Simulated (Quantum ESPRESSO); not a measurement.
# MnS (Fm-3m) in Quantum ESPRESSO: notebook

One crystal, MnS, is run at these levels: LDA, r2SCAN; tasks: band structure.

All numbers are computed with Quantum ESPRESSO 7.5; they aren't measurements. Logs are shortened: lines on timing, memory, paths and dates and some standing lists are left out, and cuts for length are marked.

### 1 Starting point

The structure is cubic, space group Fm-3m (No. 225). The conventional cell has a = 5.209 Å, b = 5.209 Å, c = 5.209 Å, α = 90.00°, β = 90.00°, γ = 90.00°. Mn (site symmetry m-3m) has 6 S at 2.60 Å as nearest neighbours. Around S (site symmetry m-3m) lie 6 Mn at 2.60 Å.

### 2 Band structure, LDA, collinear spin, ferromagnetic start

pw.in

```
&CONTROL
  calculation = 'scf'
  prefix = 'pwscf'
  outdir = './tmp'
  pseudo_dir = './pseudo'
  tprnfor = .true.
  tstress = .true.
  disk_io = 'low'
/
&SYSTEM
  ibrav = 0
  nat = 2
  ntyp = 2
  ecutwfc = 45
  ecutrho = 360
  nbnd = 20
  occupations = 'smearing'
  smearing = 'fd'
  degauss = 0.00367493
  nspin = 2
  starting_magnetization(1) = 0.2667
  starting_magnetization(2) = 0
/
&ELECTRONS
  conv_thr = 4d-10
  electron_maxstep = 120
  mixing_beta = 0.3
/
ATOMIC_SPECIES
Mn    54.9380 mn_lda_v1.5.uspp.F.UPF
S     32.0600 s_lda_v1.4.uspp.F.UPF
CELL_PARAMETERS angstrom
   0.0000000000    2.6045000000    2.6045000000
   2.6045000000    0.0000000000    2.6045000000
   2.6045000000    2.6045000000    0.0000000000
ATOMIC_POSITIONS crystal
Mn     0.0000000000    0.0000000000    0.0000000000
S      0.5000000000    0.5000000000    0.5000000000
K_POINTS automatic
9 9 9 0 0 0
```

bands.in

```
&CONTROL
  calculation = 'bands'
  prefix = 'pwscf'
  outdir = './tmp'
  pseudo_dir = './pseudo'
  disk_io = 'low'
  verbosity = 'high'
/
&SYSTEM
  ibrav = 0
  nat = 2
  ntyp = 2
  ecutwfc = 45
  ecutrho = 360
  nbnd = 20
  occupations = 'smearing'
  smearing = 'fd'
  degauss = 0.00367493
  nspin = 2
  starting_magnetization(1) = 0.2667
  starting_magnetization(2) = 0
/
&ELECTRONS
  conv_thr = 1d-08
  electron_maxstep = 120
  mixing_beta = 0.3
  diago_full_acc = .true.
  startingwfc = 'random'
/
ATOMIC_SPECIES
Mn    54.9380 mn_lda_v1.5.uspp.F.UPF
S     32.0600 s_lda_v1.4.uspp.F.UPF
CELL_PARAMETERS angstrom
   0.0000000000    2.6045000000    2.6045000000
   2.6045000000    0.0000000000    2.6045000000
   2.6045000000    2.6045000000    0.0000000000
ATOMIC_POSITIONS crystal
Mn     0.0000000000    0.0000000000    0.0000000000
S      0.5000000000    0.5000000000    0.5000000000
K_POINTS crystal
60
 0.0000000000  0.0000000000  0.0000000000 1
 0.0625000000  0.0000000000  0.0625000000 1
 0.1250000000  0.0000000000  0.1250000000 1
 0.1875000000  0.0000000000  0.1875000000 1
 0.2500000000  0.0000000000  0.2500000000 1
 0.3125000000  0.0000000000  0.3125000000 1
 0.3750000000  0.0000000000  0.3750000000 1
 0.4375000000  0.0000000000  0.4375000000 1
 0.5000000000  0.0000000000  0.5000000000 1
 0.5000000000  0.0625000000  0.5625000000 1
 0.5000000000  0.1250000000  0.6250000000 1
 0.5000000000  0.1875000000  0.6875000000 1
 0.5000000000  0.2500000000  0.7500000000 1
 0.4375000000  0.3125000000  0.7500000000 1
 0.3750000000  0.3750000000  0.7500000000 1
 0.3375000000  0.3375000000  0.6750000000 1
 0.3000000000  0.3000000000  0.6000000000 1
 0.2625000000  0.2625000000  0.5250000000 1
 0.2250000000  0.2250000000  0.4500000000 1
 0.1875000000  0.1875000000  0.3750000000 1
 0.1500000000  0.1500000000  0.3000000000 1
 0.1125000000  0.1125000000  0.2250000000 1
 0.0750000000  0.0750000000  0.1500000000 1
 0.0375000000  0.0375000000  0.0750000000 1
 0.0000000000  0.0000000000  0.0000000000 1
 0.0625000000  0.0625000000  0.0625000000 1
 0.1250000000  0.1250000000  0.1250000000 1
 0.1875000000  0.1875000000  0.1875000000 1
 0.2500000000  0.2500000000  0.2500000000 1
 0.3125000000  0.3125000000  0.3125000000 1
 0.3750000000  0.3750000000  0.3750000000 1
 0.4375000000  0.4375000000  0.4375000000 1
 0.5000000000  0.5000000000  0.5000000000 1
 0.5250000000  0.4500000000  0.5250000000 1
 0.5500000000  0.4000000000  0.5500000000 1
 0.5750000000  0.3500000000  0.5750000000 1
 0.6000000000  0.3000000000  0.6000000000 1
 0.6250000000  0.2500000000  0.6250000000 1
 0.5833333333  0.2500000000  0.6666666667 1
 0.5416666667  0.2500000000  0.7083333333 1
 0.5000000000  0.2500000000  0.7500000000 1
 0.5000000000  0.2857142857  0.7142857143 1
 0.5000000000  0.3214285714  0.6785714286 1
 0.5000000000  0.3571428571  0.6428571429 1
 0.5000000000  0.3928571429  0.6071428571 1
 0.5000000000  0.4285714286  0.5714285714 1
 0.5000000000  0.4642857143  0.5357142857 1
 0.5000000000  0.5000000000  0.5000000000 1
 0.4821428571  0.4821428571  0.5357142857 1
 0.4642857143  0.4642857143  0.5714285714 1
 0.4464285714  0.4464285714  0.6071428571 1
 0.4285714286  0.4285714286  0.6428571429 1
 0.4107142857  0.4107142857  0.6785714286 1
 0.3928571429  0.3928571429  0.7142857143 1
 0.3750000000  0.3750000000  0.7500000000 1
 0.6250000000  0.2500000000  0.6250000000 1
 0.5937500000  0.1875000000  0.5937500000 1
 0.5625000000  0.1250000000  0.5625000000 1
 0.5312500000  0.0625000000  0.5312500000 1
 0.5000000000  0.0000000000  0.5000000000 1
```

Potentials or basis: GBRV 1.5 LDA.

The run is started by

```
$ OMP_NUM_THREADS=1 mpirun -n 2 pw.x -nk 2 -in pw.in > pw.out
$ OMP_NUM_THREADS=1 mpirun -n 2 pw.x -nk 2 -in bands.in > bands.out
```

pw.out:

```text
This program is part of the open-source Quantum ESPRESSO suite
     for quantum simulation of materials; please cite
         "P. Giannozzi et al., J. Phys.:Condens. Matter 21 395502 (2009);
         "P. Giannozzi et al., J. Phys.:Condens. Matter 29 465901 (2017);
         "P. Giannozzi et al., J. Chem. Phys. 152 154105 (2020);
     in publications or presentations arising from this work. More details at

     Message from routine setup:
     using ibrav=0 with symmetry is DISCOURAGED, use correct ibrav instead

     K-points division:     npool     =       2
     Subspace diagonalization in iterative solution of the eigenvalue problem:
     a serial algorithm will be used

     G-vector sticks info
     --------------------
     sticks:   dense  smooth     PW     G-vecs:    dense   smooth      PW
     Sum        1201     595    187                27389     9721    1687

     Using Slab Decomposition

     bravais-lattice index     =            0
     lattice parameter (alat)  =       6.9605  a.u.
     unit-cell volume          =     238.4513 (a.u.)^3
     number of atoms/cell      =            2
     number of atomic types    =            2
     number of electrons       =        21.00
     number of Kohn-Sham states=           20
     kinetic-energy cutoff     =      45.0000  Ry
     charge density cutoff     =     360.0000  Ry
     scf convergence threshold =      4.0E-10
     mixing beta               =       0.3000
     number of iterations used =            8  plain     mixing
     Exchange-correlation=  SLA  PZ   NOGX NOGC
                           (   1   1   0   0   0   0   0)

     celldm(1)=   6.960465  celldm(2)=   0.000000  celldm(3)=   0.000000
     celldm(4)=   0.000000  celldm(5)=   0.000000  celldm(6)=   0.000000

     crystal axes: (cart. coord. in units of alat)
               a(1) = (   0.000000   0.707107   0.707107 )
               a(2) = (   0.707107   0.000000   0.707107 )
               a(3) = (   0.707107   0.707107   0.000000 )

     reciprocal axes: (cart. coord. in units 2 pi/alat)
               b(1) = ( -0.707107  0.707107  0.707107 )
               b(2) = (  0.707107 -0.707107  0.707107 )
               b(3) = (  0.707107  0.707107 -0.707107 )

     PseudoPot. # 1 for Mn read from file:
     mn_lda_v1.5.uspp.F.UPF
     Pseudo is Ultrasoft + core correction, Zval = 15.0
     Generated by new atomic code, or converted to UPF format
     Using radial grid of  859 points,  6 beta functions with:
                l(1) =   0
                l(2) =   0
                l(3) =   1
                l(4) =   1
                l(5) =   2
                l(6) =   2
     Q(r) pseudized with  8 coefficients,  rinner =    0.950   0.950   0.950
                                                       0.950   0.950

     PseudoPot. # 2 for S  read from file:
     s_lda_v1.4.uspp.F.UPF
     Pseudo is Ultrasoft + core correction, Zval =  6.0
     Generated by new atomic code, or converted to UPF format
     Using radial grid of  907 points,  6 beta functions with:
                l(1) =   0
                l(2) =   0
                l(3) =   1
                l(4) =   1
                l(5) =   2
                l(6) =   2
     Q(r) pseudized with  8 coefficients,  rinner =    1.300   1.300   1.300
                                                       1.300   1.300

     atomic species   valence    mass     pseudopotential
     Mn               15.00    54.93800     Mn( 1.00)
     S                 6.00    32.06000     S ( 1.00)

     Starting magnetic structure
     atomic species   magnetization
     Mn              0.267
     S               0.000

     48 Sym. Ops., with inversion, found

   Cartesian axes

     site n.     atom                  positions (alat units)
         1        Mn     tau(   1) = (   0.0000000   0.0000000   0.0000000  )
         2        S      tau(   2) = (   0.7071068   0.7071068   0.7071068  )

     number of k points=    35  Fermi-Dirac smearing, width (Ry)=  0.0037
                       cart. coord. in units 2pi/alat
        k(    1) = (   0.0000000   0.0000000   0.0000000), wk =   0.0013717
        k(    2) = (   0.0785674   0.0785674  -0.0785674), wk =   0.0109739
        k(    3) = (   0.1571348   0.1571348  -0.1571348), wk =   0.0109739
        k(    4) = (   0.2357023   0.2357023  -0.2357023), wk =   0.0109739
        k(    5) = (   0.3142697   0.3142697  -0.3142697), wk =   0.0109739
        k(    6) = (   0.1571348   0.0000000  -0.0000000), wk =   0.0082305
[... 27 lines left out ...]
        k(   34) = (  -0.0000000  -0.4714045   0.6285394), wk =   0.0329218
        k(   35) = (  -0.0785674  -0.3928371   0.7071068), wk =   0.0329218

     Dense  grid:    27389 G-vectors     FFT dimensions: (  45,  45,  45)

     Smooth grid:     9721 G-vectors     FFT dimensions: (  30,  30,  30)

     Check: negative core charge=   -0.000011
     Generating pointlists ...
     new r_m :   0.2917 (alat units)  2.0302 (a.u.) for type    1
     new r_m :   0.2917 (alat units)  2.0302 (a.u.) for type    2

     Initial potential from superposition of free atoms

     starting charge      20.4999, renormalised to      21.0000
     Starting wfcs are   17 randomized atomic wfcs +    3 random wfcs

     Self-consistent Calculation

     iteration #  1     ecut=    45.00 Ry     beta= 0.30
     Davidson diagonalization with overlap
     ethr =  1.00E-02,  avg # of iterations =  7.2

     total energy              =    -235.10589023 Ry
     estimated scf accuracy    <       0.75159407 Ry
[... 132 lines left out ...]
     iteration # 13     ecut=    45.00 Ry     beta= 0.30
     Davidson diagonalization with overlap
     ethr =  6.07E-11,  avg # of iterations =  1.6

     negative rho (up, down):  0.000E+00 1.336E-04

     Magnetic moment per site  (integrated on atomic sphere of radius R)
     atom   1 (R=0.292)  charge= 13.2194  magn=  4.0816
     atom   2 (R=0.292)  charge=  4.6150  magn=  0.1428

     End of self-consistent calculation

 ------ SPIN UP ------------

          k = 0.0000 0.0000 0.0000 (  1243 PWs)   bands (ev):

   -71.1088 -40.2022 -40.2022 -40.2022  -4.5894   6.7828   6.7828   6.7828
     6.8519   6.8519   8.0823   8.0823   8.0823  11.5944  18.4687  18.4687
    18.4687  20.4749  21.5381  21.5384

          k = 0.0786 0.0786-0.0786 (  1236 PWs)   bands (ev):
[... 199 lines left out ...]
   -71.1081 -40.2082 -40.2072 -40.2053  -3.0272   4.3065   4.8411   5.0763
     7.3477   7.4188   7.5850   7.7840   8.2620  13.9045  16.2436  16.6718
    17.8667  22.2495  23.0933  24.5575

 ------ SPIN DOWN ----------

          k = 0.0000 0.0000 0.0000 (  1243 PWs)   bands (ev):

   -66.6484 -35.8793 -35.8793 -35.8793  -4.2724   8.3502   8.3502   8.3502
    10.0408  10.0408  10.0408  10.1682  10.1682  12.4028  19.5792  19.5792
    19.5792  20.7649  22.6800  22.6801

          k = 0.0786 0.0786-0.0786 (  1236 PWs)   bands (ev):
[... 199 lines left out ...]
   -66.6475 -35.8875 -35.8862 -35.8835  -2.7556   4.8959   5.4475   5.9886
    10.5776  10.8448  11.0551  11.2585  11.4333  15.2103  17.0535  17.5028
    18.6036  22.8046  23.8619  25.0820

     the Fermi energy is     9.9267 ev

!    total energy              =    -235.30917271 Ry
     estimated scf accuracy    <          1.6E-12 Ry
     smearing contrib. (-TS)   =      -0.00069400 Ry
     internal energy E=F+TS    =    -235.30847871 Ry

     The total energy is F=E-TS. E is the sum of the following terms:
     one-electron contribution =    -133.10182555 Ry
     hartree contribution      =      74.02493396 Ry
     xc contribution           =     -34.73830501 Ry
     ewald contribution        =    -141.49328211 Ry

     total magnetization       =     4.57 Bohr mag/cell
     absolute magnetization    =     4.57 Bohr mag/cell

     convergence has been achieved in  13 iterations

     negative rho (up, down):  0.000E+00 1.336E-04

     Forces acting on atoms (cartesian axes, Ry/au):

     atom    1 type  1   force =     0.00000000    0.00000000   -0.00000000
     atom    2 type  2   force =    -0.00000000   -0.00000000    0.00000000

     Total force =     0.000000     Total SCF correction =     0.000000

     Computing stress (Cartesian axis) and pressure

     negative rho (up, down):  0.000E+00 1.336E-04
          total   stress  (Ry/bohr**3)                   (kbar)     P=     -117.42
  -0.00079823  -0.00000000  -0.00000000         -117.42       -0.00       -0.00
  -0.00000000  -0.00079823  -0.00000000           -0.00     -117.42       -0.00
   0.00000000  -0.00000000  -0.00079823            0.00       -0.00     -117.42

=------------------------------------------------------------------------------=
   JOB DONE.
=------------------------------------------------------------------------------=
```

Wall time 80 s (2 MPI ranks of Arm Neoverse N1, shared host); peak memory 0.22 GiB.

What came out:

| Quantity | Value |
| --- | --- |
| Free energy | -3201.5444 eV |
| Pressure | -11.7 GPa |
| Band gap on the k mesh | none (metal or under the smearing width) |
| Net moment | 4.57 μB per cell |
| Absolute moment | 4.57 μB per cell |
| Site moments | Mn +4.08; S +0.14 μB |
| Valence electrons inside the program's atomic spheres | Mn 13.22; S 4.61 |

Levels at the corners of the path, in eV from the Fermi level:
Spin up:
```
point  band 9  band 10  band 11  band 12  band 13  band 14  band 15  band 16  band 17  band 18
    Γ   -3.07    -3.07    -1.84    -1.84    -1.84     1.67     8.54     8.54     8.54    10.55
    X   -3.45    -2.82    -2.46    -2.46    -2.03     0.84     5.48    10.06    11.87    11.87
    W   -2.46    -2.44    -2.44    -2.21    -1.89     4.13     6.61     7.09     7.09    13.29
    K   -2.89    -2.54    -2.29    -2.02    -1.26     2.51     6.18     8.36     8.84    11.11
    Γ   -3.07    -3.07    -1.84    -1.84    -1.84     1.67     8.54     8.54     8.54    10.55
    L   -2.61    -2.61    -2.24     0.53     0.53     2.77     5.34     5.34     8.45    12.16
    U   -2.89    -2.54    -2.29    -2.02    -1.26     2.51     6.18     8.36     8.84    11.11
    W   -2.46    -2.44    -2.44    -2.21    -1.89     4.13     6.61     7.09     7.09    13.29
    L   -2.61    -2.61    -2.24     0.53     0.53     2.77     5.34     5.34     8.45    12.16
    K   -2.89    -2.54    -2.29    -2.02    -1.26     2.51     6.18     8.36     8.84    11.11
    U   -2.89    -2.54    -2.29    -2.02    -1.26     2.51     6.18     8.36     8.84    11.11
    X   -3.45    -2.82    -2.46    -2.46    -2.03     0.84     5.48    10.06    11.87    11.87
```
Spin down:
```csv
point,band 5,band 6,band 7,band 8,band 9,band 10,band 11,band 12
Γ,-14.20,-1.58,-1.58,-1.58,0.11,0.11,0.11,0.24
X,-12.75,-5.50,-3.10,-3.10,-0.97,0.67,1.32,1.32
W,-12.66,-4.70,-4.70,-4.14,0.82,0.82,1.06,1.33
K,-12.70,-5.10,-4.76,-3.30,0.09,1.19,1.34,1.36
Γ,-14.20,-1.58,-1.58,-1.58,0.11,0.11,0.11,0.24
L,-12.90,-6.38,-3.34,-3.34,1.08,1.08,1.27,3.14
U,-12.70,-5.10,-4.76,-3.30,0.09,1.19,1.34,1.36
W,-12.66,-4.70,-4.70,-4.14,0.82,0.82,1.06,1.33
L,-12.90,-6.38,-3.34,-3.34,1.08,1.08,1.27,3.14
K,-12.70,-5.10,-4.76,-3.30,0.09,1.19,1.34,1.36
U,-12.70,-5.10,-4.76,-3.30,0.09,1.19,1.34,1.36
X,-12.75,-5.50,-3.10,-3.10,-0.97,0.67,1.32,1.32
```

Caveat: a cell with one magnetic atom can't hold antiferromagnetic order, which such compounds often take; semilocal functionals often make such compounds metallic where correlation or magnetic order opens a gap, which also shifts bond lengths.

(Part 1 of 2 ends here.)
